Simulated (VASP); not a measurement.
# Cs2HgSe2: NMR shieldings, part 2 of 5

What are the shielding tensors of Cs2HgSe2? The cell has space group Pbam. The start is a cell from a database of measured crystal structures.

VASP 6.6.1, plane waves and PAW; the level of theory is named at each step.

So far. Step 2 (Relaxation): At PBEsol, with these data sets, the largest force is down to 0.0070 eV/Å. Step 3 (Ground state): The cell has a gap of 1.93 eV on this mesh. Spin-orbit coupling is left out, which can shift or reorder these edges. Forces of up to 0.23 eV/Å remain in these settings.

### Step 4. Shielding tensors

This step: chemical shifts by linear response (GIPAW), PBE; plane waves and PAW (Hg, Cs_sv, Se) (VASP 6.6.1).

LCHIMAG computes the induced currents by linear response. It needs tightly converged orbitals and a cutoff well above the default; LEFG adds the field gradients at no cost.

File INCAR:

```
SYSTEM = Cs2HgSe2
PREC = Accurate
ENCUT = 330
EDIFF = 1E-09
NELM = 100
ISMEAR = 0
SIGMA = 0.01
LREAL = .FALSE.
ALGO = Normal
GGA = PE
NBANDS = 52
LWAVE = .FALSE.
LCHARG = .FALSE.
KPAR = 4
LCHIMAG = .TRUE.
LEFG = .TRUE.
DQ = 0.001
ICHIBARE = 1
LNMR_SYM_RED = .TRUE.
```

File POSCAR:

```
Cs2HgSe2
1.0
    8.1849000000      0.0000000000      0.0000000000
    0.0000000000     10.3302000000      0.0000000000
    0.0000000000      0.0000000000      4.7112000000
Hg Cs Se
2 4 4
Direct
    0.5000000000      0.5000000000      0.0000000000
    0.0000000000      0.0000000000      0.0000000000
    0.3922223141      0.8334766617      0.5000000000
    0.6077776859      0.1665233383      0.5000000000
    0.8922223141      0.6665233383      0.5000000000
    0.1077776859      0.3334766617      0.5000000000
    0.2277788365      0.5949200905      0.0000000000
    0.7722211635      0.4050799095      0.0000000000
    0.7277788365      0.9050799095      0.0000000000
    0.2722211635      0.0949200905      0.0000000000
```

File KPOINTS:

```
Automatic mesh
0
Gamma
6 4 8
0 0 0
```

The projector-augmented-wave data sets are Hg, Cs_sv and Se (PBE family, release 64).

Launch:

```bash
$ mpirun -np 4 vasp_std
```

The log of the run:

```text
[... set-up lines as in an earlier step ...]
 entering main loop
       N       E                     dE             d eps       ncg     rms          rms(c)
DAV:   1     0.494926034274E+03    0.49493E+03   -0.27369E+04  6240   0.947E+02
DAV:   2     0.135612368939E+02   -0.48136E+03   -0.46805E+03  7740   0.234E+02
DAV:   3    -0.294453223108E+02   -0.43007E+02   -0.42867E+02  7184   0.748E+01
DAV:   4    -0.300644426166E+02   -0.61912E+00   -0.61809E+00  7312   0.987E+00
DAV:   5    -0.300731281246E+02   -0.86855E-02   -0.86811E-02  7324   0.109E+00    0.111E+01
DAV:   6    -0.267125568064E+02    0.33606E+01   -0.72569E+00  8084   0.140E+01    0.821E+00
DAV:   7    -0.265072093487E+02    0.20535E+00   -0.22011E+00  6864   0.419E+00    0.432E+00
DAV:   8    -0.264851290681E+02    0.22080E-01   -0.21914E-01  7248   0.245E+00    0.726E-01
DAV:   9    -0.264794447279E+02    0.56843E-02   -0.50701E-02  6928   0.133E+00    0.308E-01
DAV:  10    -0.264823434560E+02   -0.28987E-02   -0.75051E-03  6912   0.333E-01    0.212E-01
DAV:  11    -0.264833471317E+02   -0.10037E-02   -0.11853E-03  7168   0.134E-01    0.106E-01
DAV:  12    -0.264839318767E+02   -0.58475E-03   -0.10451E-03  6644   0.123E-01    0.376E-02
DAV:  13    -0.264839318555E+02    0.21213E-07   -0.29218E-05  7480   0.215E-02    0.136E-02
DAV:  14    -0.264839416528E+02   -0.97973E-05   -0.14259E-05  6724   0.148E-02    0.294E-03
DAV:  15    -0.264839425937E+02   -0.94093E-06   -0.23749E-06  7716   0.498E-03    0.221E-03
DAV:  16    -0.264839427918E+02   -0.19809E-06   -0.18621E-07  6936   0.176E-03    0.994E-04
DAV:  17    -0.264839428241E+02   -0.32222E-07   -0.28392E-08  7076   0.620E-04    0.424E-04
DAV:  18    -0.264839428077E+02    0.16325E-07   -0.50365E-09  6416   0.406E-04    0.185E-04
DAV:  19    -0.264839428177E+02   -0.99717E-08   -0.25175E-09  5932   0.152E-04    0.811E-05
DAV:  20    -0.264839428187E+02   -0.10286E-08   -0.87891E-11  3832   0.404E-05    0.449E-05
DAV:  21    -0.264839428167E+02    0.19963E-08   -0.46568E-11  3764   0.289E-05    0.197E-05
DAV:  22    -0.264839428174E+02   -0.66302E-09   -0.35701E-12  3724   0.149E-05
ion   1
     0.0000000     5.7920595     0.0000000     4.5074559     0.0000000    -5.1507731
     0.0000680     5.7920595     0.0000000     4.5074558     0.0000000    -5.1507730
     0.0000937     5.7920594     0.0000000     4.5074557     0.0000000    -5.1507729
     0.0001290     5.7920592     0.0000000     4.5074556     0.0000000    -5.1507728
     0.0001777     5.7920589     0.0000000     4.5074554     0.0000000    -5.1507725

     0.0000000  -397.7634321     0.0000000  -314.1844270     0.0000000   352.4168824
     0.0000680  -396.8422048     0.0000000  -313.4606965     0.0000000   351.6005560
     0.0000937  -396.3987359     0.0000000  -313.1123714     0.0000000   351.2075949
     0.0001290  -395.7201459     0.0000000  -312.5794124     0.0000000   350.6062971
     0.0001777  -394.6862937     0.0000000  -311.7674983     0.0000000   349.6902106

ion   2
     0.0000000    -5.7920595     0.0000000     4.5074559     0.0000000    -5.1507731
     0.0000680    -5.7920595     0.0000000     4.5074558     0.0000000    -5.1507730
     0.0000937    -5.7920594     0.0000000     4.5074557     0.0000000    -5.1507729
     0.0001290    -5.7920592     0.0000000     4.5074556     0.0000000    -5.1507728
     0.0001777    -5.7920589     0.0000000     4.5074554     0.0000000    -5.1507725

     0.0000000   397.7634321     0.0000000  -314.1844270     0.0000000   352.4168824
     0.0000680   396.8422048     0.0000000  -313.4606965     0.0000000   351.6005560
     0.0000937   396.3987359     0.0000000  -313.1123714     0.0000000   351.2075949
     0.0001290   395.7201459     0.0000000  -312.5794124     0.0000000   350.6062971
     0.0001777   394.6862937     0.0000000  -311.7674983     0.0000000   349.6902106

ion   3
     0.0000000     0.0971480    -0.0000000     0.2233319    -0.0000000    -0.2147096
     0.0000593     0.0971480    -0.0000000     0.2233319    -0.0000000    -0.2147096
     0.0000817     0.0971480    -0.0000000     0.2233319    -0.0000000    -0.2147096
     0.0001125     0.0971480    -0.0000000     0.2233319    -0.0000000    -0.2147096
     0.0001549     0.0971480    -0.0000000     0.2233319    -0.0000000    -0.2147096

     0.0000000    19.1680241    -0.0000000    35.8294577    -0.0000000   -36.2867854
     0.0000593    19.1633585    -0.0000000    35.8201267    -0.0000000   -36.2775297
     0.0000817    19.1609694    -0.0000000    35.8153139    -0.0000000   -36.2727647
     0.0001125    19.1572240    -0.0000000    35.8077467    -0.0000000   -36.2652787
     0.0001549    19.1513783    -0.0000000    35.7959006    -0.0000000   -36.2535688

ion   4
     0.0000000     0.0971480    -0.0000000     0.2233319    -0.0000000    -0.2147096
     0.0000593     0.0971480    -0.0000000     0.2233319    -0.0000000    -0.2147096
     0.0000817     0.0971480    -0.0000000     0.2233319    -0.0000000    -0.2147096
     0.0001125     0.0971480    -0.0000000     0.2233319    -0.0000000    -0.2147096
     0.0001549     0.0971480    -0.0000000     0.2233319    -0.0000000    -0.2147096

     0.0000000    19.1680241    -0.0000000    35.8294577    -0.0000000   -36.2867854
     0.0000593    19.1633585    -0.0000000    35.8201267    -0.0000000   -36.2775297
     0.0000817    19.1609694    -0.0000000    35.8153139    -0.0000000   -36.2727647
     0.0001125    19.1572240    -0.0000000    35.8077467    -0.0000000   -36.2652787
     0.0001549    19.1513783    -0.0000000    35.7959006    -0.0000000   -36.2535688

ion   5
     0.0000000    -0.0971480     0.0000000     0.2233319     0.0000000    -0.2147096
     0.0000593    -0.0971480     0.0000000     0.2233319     0.0000000    -0.2147096
     0.0000817    -0.0971480     0.0000000     0.2233319     0.0000000    -0.2147096
     0.0001125    -0.0971480     0.0000000     0.2233319     0.0000000    -0.2147096
     0.0001549    -0.0971480     0.0000000     0.2233319     0.0000000    -0.2147096

     0.0000000   -19.1680241    -0.0000000    35.8294577     0.0000000   -36.2867854
     0.0000593   -19.1633585    -0.0000000    35.8201267     0.0000000   -36.2775297
     0.0000817   -19.1609694    -0.0000000    35.8153139     0.0000000   -36.2727647
     0.0001125   -19.1572240    -0.0000000    35.8077467     0.0000000   -36.2652787
     0.0001549   -19.1513783    -0.0000000    35.7959006     0.0000000   -36.2535688

ion   6
     0.0000000    -0.0971480     0.0000000     0.2233319     0.0000000    -0.2147096
     0.0000593    -0.0971480     0.0000000     0.2233319     0.0000000    -0.2147096
     0.0000817    -0.0971480     0.0000000     0.2233319     0.0000000    -0.2147096
[...]
RMM:   4    -0.383208569926E+03   -0.28918E-01   -0.52162E-02 11218   0.286E-01
RMM:   5    -0.383210574380E+03   -0.20045E-02   -0.43636E-03 11388   0.689E-02
RMM:   6    -0.383210686934E+03   -0.11255E-03   -0.23918E-04 11304   0.156E-02
RMM:   7    -0.383210696517E+03   -0.95830E-05   -0.17735E-05 10676   0.399E-03
RMM:   8    -0.383210697062E+03   -0.54518E-06   -0.14449E-06  8789   0.101E-03
RMM:   9    -0.383210697114E+03   -0.51536E-07   -0.87796E-08  6487   0.272E-04
RMM:  10    -0.383210697117E+03   -0.36696E-08   -0.93342E-09  4810   0.104E-04
RMM:  11    -0.383210697118E+03   -0.40365E-09   -0.77259E-10  3946   0.678E-05
BDIR= 3  IDIR= 1  IQ=  0
DAV:   1    -0.110358264808E+04   -0.11036E+04   -0.15066E-11  3708   0.501E-06
DAV:   2    -0.110358264808E+04    0.12960E-10    0.91725E-12  3696   0.198E-06
       N       E                     dE             d eps       ncg     rms
RMM:   1    -0.373833398194E+03   -0.37383E+03   -0.48906E+02  9828   0.563E+01
RMM:   2    -0.382469320231E+03   -0.86359E+01   -0.22736E+01 11100   0.903E+00
RMM:   3    -0.383192023398E+03   -0.72270E+00   -0.13459E+00 11344   0.150E+00
RMM:   4    -0.383220938777E+03   -0.28915E-01   -0.52567E-02 11190   0.286E-01
RMM:   5    -0.383222937249E+03   -0.19985E-02   -0.43171E-03 11320   0.687E-02
RMM:   6    -0.383223048551E+03   -0.11130E-03   -0.23637E-04 11237   0.156E-02
RMM:   7    -0.383223058144E+03   -0.95936E-05   -0.17825E-05 10585   0.400E-03
RMM:   8    -0.383223058685E+03   -0.54082E-06   -0.14130E-06  8657   0.100E-03
RMM:   9    -0.383223058736E+03   -0.50621E-07   -0.84094E-08  6385   0.270E-04
RMM:  10    -0.383223058739E+03   -0.35761E-08   -0.90610E-09  4726   0.104E-04
RMM:  11    -0.383223058740E+03   -0.38625E-09   -0.68670E-10  3844   0.675E-05
BDIR= 3  IDIR= 1  IQ=  1
DAV:   1    -0.110358258081E+04   -0.11036E+04   -0.10413E-01  6800   0.106E+00
DAV:   2    -0.110358307042E+04   -0.48960E-03   -0.48960E-03  6944   0.221E-01
DAV:   3    -0.110358307472E+04   -0.43011E-05   -0.43011E-05  7528   0.192E-02
DAV:   4    -0.110358307479E+04   -0.67972E-07   -0.67998E-07  7196   0.242E-03
DAV:   5    -0.110358307479E+04   -0.22962E-08   -0.23273E-08  6812   0.334E-04
DAV:   6    -0.110358307479E+04   -0.11369E-09   -0.47236E-10  5028   0.595E-05
       N       E                     dE             d eps       ncg     rms
RMM:   1    -0.373843212358E+03   -0.37384E+03   -0.48906E+02  9829   0.563E+01
RMM:   2    -0.382472890650E+03   -0.86297E+01   -0.22657E+01 11099   0.903E+00
RMM:   3    -0.383200338117E+03   -0.72745E+00   -0.13600E+00 11352   0.150E+00
RMM:   4    -0.383229362542E+03   -0.29024E-01   -0.51975E-02 11219   0.286E-01
RMM:   5    -0.383231364464E+03   -0.20019E-02   -0.43576E-03 11389   0.690E-02
RMM:   6    -0.383231477686E+03   -0.11322E-03   -0.23869E-04 11305   0.156E-02
RMM:   7    -0.383231486983E+03   -0.92968E-05   -0.16781E-05 10669   0.397E-03
RMM:   8    -0.383231487506E+03   -0.52323E-06   -0.13892E-06  8784   0.100E-03
RMM:   9    -0.383231487557E+03   -0.50516E-07   -0.86885E-08  6489   0.271E-04
RMM:  10    -0.383231487560E+03   -0.36247E-08   -0.90205E-09  4804   0.103E-04
RMM:  11    -0.383231487561E+03   -0.39756E-09   -0.76164E-10  3938   0.676E-05
BDIR= 3  IDIR= 2  IQ= -1
DAV:   1    -0.110358041395E+04   -0.11036E+04   -0.11704E-01  6836   0.107E+00
DAV:   2    -0.110358086723E+04   -0.45328E-03   -0.45328E-03  6996   0.203E-01
DAV:   3    -0.110358087232E+04   -0.50899E-05   -0.50898E-05  7628   0.195E-02
DAV:   4    -0.110358087237E+04   -0.42346E-07   -0.42351E-07  7296   0.204E-03
DAV:   5    -0.110358087237E+04   -0.10764E-08   -0.11237E-08  7072   0.267E-04
DAV:   6    -0.110358087237E+04   -0.44110E-10   -0.32232E-10  4952   0.444E-05
       N       E                     dE             d eps       ncg     rms
RMM:   1    -0.367038691998E+03   -0.36704E+03   -0.61502E+02  9598   0.564E+01
RMM:   2    -0.379907201689E+03   -0.12869E+02   -0.33307E+01 11210   0.963E+00
RMM:   3    -0.380467047617E+03   -0.55985E+00   -0.10020E+00 11273   0.151E+00
RMM:   4    -0.380495484613E+03   -0.28437E-01   -0.64204E-02 11281   0.313E-01
RMM:   5    -0.380497324151E+03   -0.18395E-02   -0.40303E-03 11365   0.711E-02
RMM:   6    -0.380497457083E+03   -0.13293E-03   -0.31089E-04 11321   0.174E-02
RMM:   7    -0.380497467668E+03   -0.10585E-04   -0.23208E-05 10600   0.443E-03
RMM:   8    -0.380497468550E+03   -0.88224E-06   -0.20968E-06  9251   0.118E-03
RMM:   9    -0.380497468630E+03   -0.80287E-07   -0.16717E-07  6710   0.332E-04
RMM:  10    -0.380497468637E+03   -0.71939E-08   -0.16248E-08  4692   0.125E-04
RMM:  11    -0.380497468638E+03   -0.73146E-09   -0.13493E-09  4100   0.750E-05
BDIR= 3  IDIR= 2  IQ=  0
DAV:   1    -0.110358264808E+04   -0.11036E+04   -0.14998E-11  3708   0.501E-06
DAV:   2    -0.110358264808E+04    0.58662E-10   -0.31479E-12  3696   0.198E-06
       N       E                     dE             d eps       ncg     rms
RMM:   1    -0.367034524311E+03   -0.36703E+03   -0.61501E+02  9596   0.564E+01
RMM:   2    -0.379905598722E+03   -0.12871E+02   -0.33335E+01 11210   0.963E+00
RMM:   3    -0.380459137229E+03   -0.55354E+00   -0.99328E-01 11267   0.151E+00
RMM:   4    -0.380487250830E+03   -0.28114E-01   -0.63623E-02 11259   0.312E-01
RMM:   5    -0.380489069527E+03   -0.18187E-02   -0.40025E-03 11316   0.708E-02
RMM:   6    -0.380489201118E+03   -0.13159E-03   -0.30657E-04 11258   0.173E-02
RMM:   7    -0.380489211620E+03   -0.10502E-04   -0.22982E-05 10510   0.442E-03
RMM:   8    -0.380489212484E+03   -0.86399E-06   -0.19677E-06  9087   0.117E-03
RMM:   9    -0.380489212566E+03   -0.82534E-07   -0.16438E-07  6593   0.333E-04
RMM:  10    -0.380489212574E+03   -0.78439E-08   -0.18124E-08  4616   0.127E-04
RMM:  11    -0.380489212575E+03   -0.80701E-09   -0.14042E-09  4006   0.752E-05
BDIR= 3  IDIR= 2  IQ=  1
DAV:   1    -0.110358396342E+04   -0.11036E+04   -0.11704E-01  6828   0.107E+00
DAV:   2    -0.110358441727E+04   -0.45385E-03   -0.45385E-03  6992   0.203E-01
DAV:   3    -0.110358442241E+04   -0.51402E-05   -0.51402E-05  7612   0.196E-02
DAV:   4    -0.110358442245E+04   -0.45628E-07   -0.45638E-07  7300   0.209E-03
DAV:   5    -0.110358442246E+04   -0.12130E-08   -0.12787E-08  7064   0.275E-04
DAV:   6    -0.110358442246E+04   -0.61846E-10   -0.33091E-10  4968   0.439E-05
       N       E                     dE             d eps       ncg     rms
RMM:   1    -0.367162166520E+03   -0.36716E+03   -0.61632E+02  9597   0.564E+01
RMM:   2    -0.379898513786E+03   -0.12736E+02   -0.33165E+01 11211   0.961E+00
RMM:   3    -0.380447397142E+03   -0.54888E+00   -0.98566E-01 11273   0.151E+00
RMM:   4    -0.380475186953E+03   -0.27790E-01   -0.62835E-02 11280   0.311E-01
RMM:   5    -0.380476976856E+03   -0.17899E-02   -0.39470E-03 11369   0.705E-02
RMM:   6    -0.380477104483E+03   -0.12763E-03   -0.29496E-04 11323   0.172E-02
RMM:   7    -0.380477114704E+03   -0.10221E-04   -0.22475E-05 10598   0.438E-03
RMM:   8    -0.380477115562E+03   -0.85816E-06   -0.20158E-06  9269   0.117E-03
RMM:   9    -0.380477115643E+03   -0.81142E-07   -0.17198E-07  6705   0.333E-04
RMM:  10    -0.380477115650E+03   -0.73201E-08   -0.16074E-08  4694   0.124E-04
RMM:  11    -0.380477115651E+03   -0.74181E-09   -0.14167E-09  4102   0.750E-05
       N       E                     dE             d eps       ncg     rms
RLQ:   1    -0.127380869760E+02   -0.12738E+02   -0.25808E+01  8438   0.233E+01
RLQ:   2    -0.138194600885E+02   -0.10814E+01   -0.25138E+00 11089   0.229E+00
RLQ:   3    -0.138704631130E+02   -0.51003E-01   -0.43703E-02 10944   0.347E-01
RLQ:   4    -0.138719480802E+02   -0.14850E-02   -0.36468E-03 10943   0.772E-02
RLQ:   5    -0.138720365213E+02   -0.88441E-04   -0.90854E-05 10151   0.148E-02
RLQ:   6    -0.138720395571E+02   -0.30358E-05   -0.75599E-06  9839   0.361E-03
RLQ:   7    -0.138720397862E+02   -0.22908E-06   -0.32187E-07  8449   0.757E-04
RLQ:   8    -0.138720397983E+02   -0.12113E-07   -0.23591E-08  6421   0.203E-04
RLQ:   9    -0.138720397993E+02   -0.10052E-08   -0.17927E-09  4036   0.770E-05
RLQ:  10    -0.138720397994E+02   -0.76035E-10   -0.11437E-10  3335   0.636E-05
```

The job ended after 50 min (4 MPI ranks of Intel Xeon Platinum 8488C (Sapphire Rapids), shared host; peak memory 10 GiB).

[end of part 2 of 5]

[Lines on the potential files, build, host, timing and source positions are cut from VASP's logs without a mark.]

[Logs are printed without paths, hosts, clocks, repeated set-up lines and the standing remarks that a program may print on its own settings, such as how far it seeks lower states.]

[Hosts, paths, dates, database ids (printed as entryN), source tags and the programs' standing remarks are cut or masked in the printed files.]
